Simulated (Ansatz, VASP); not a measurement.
# Two plane-wave programs on TlBr

```
CELL_PARAMETERS angstrom
3.98000 0.00000 0.00000
0.00000 3.98000 0.00000
0.00000 0.00000 3.98000
ATOMIC_POSITIONS crystal
Tl 0.00000 0.00000 0.00000
Br 0.50000 0.50000 0.50000
```

Alike in both runs: task single point; functional PBEsol; k mesh 7 × 7 × 7; occupations fermi-dirac, width 0.05 eV; no spin polarisation.

|  | VASP | Ansatz |
| --- | --- | --- |
| version | VASP 6.6.1 | Ansatz 0.2.0 |
| potentials or method | VASP PAW PBE potentials, release 64 (Tl_d, Br) | Ansatz PAW |
| plane-wave cutoff (eV) | 520 | 420 |
| valence electrons in the cell | 20 | 20 |

```tsv
	VASP	Ansatz	Ansatz less VASP
gap on the k mesh at the Fermi level (eV)	2.19	2.19	-0.003
least direct gap on the mesh (eV)	2.19	2.19	-0.003
pressure (GPa)	-1.2	-1.2	+0.03
```

Caveats: spin-orbit coupling is left out, which as a rule narrows the gap of such compounds by several tenths of an eV; the PAW data sets were made with another functional, which shifts forces and pressure a little (VASP); an odd mesh through Γ misses points on the zone boundary, where band edges often lie (VASP); odd divisions of the mesh miss points on the zone boundary, where band edges often lie, so the gap on the mesh can be too wide (Ansatz); the PAW data sets come from PBE, with cores solved anew for the run's functional, which leaves a small shift of forces and pressure (Ansatz). A hybrid or GW would open this gap; PBEsol tends to underestimate it.
